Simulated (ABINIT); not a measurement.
Input of an ABINIT 10.8.3 (patched build) run:

File run.abi:

```
# Pseudopotentials
pp_dirpath "./"
pseudos "Al.GGA_PBE-JTH.xml"

# Structure
acell 3*1.0 Angstrom
rprim
     2.7217600000     0.0000000000     0.0000000000
     0.0000000000     2.7217600000     0.0000000000
     0.0000000000     0.0000000000     2.7217600000
ntypat 1
znucl 13
natom 1
typat 1
xred
     0.0000000000     0.0000000000     0.0000000000

# Plane-wave basis
ecut 18.0
pawecutdg 36.0

# k points
kptopt 1
ngkpt 10 10 10
nshiftk 1
shiftk 0.0 0.0 0.0

# Exchange and correlation
ixc -263267
usekden 1
pawxcdev 0

# Bands and occupations
nband 6
occopt 3
tsmear 0.05 eV

# SCF cycle
nstep 100
tolvrs 1.0e-7

# Output
iomode 3
prtwf 0
prtden 0
prteig 0
prtebands 0
```

Potentials or basis: JTH PAW PBE v2.0.

The run is started by

```console
$ abinit run.abi > log 2>&1
```

(1) What does it give for the band gap on the k mesh?

(2) What does it give for the pressure?

## Answers

(1) none (metal or under the smearing width).

(2) -1.2 GPa.

Caveat: the PAW data sets were made with another functional, which shifts forces and pressure a little.
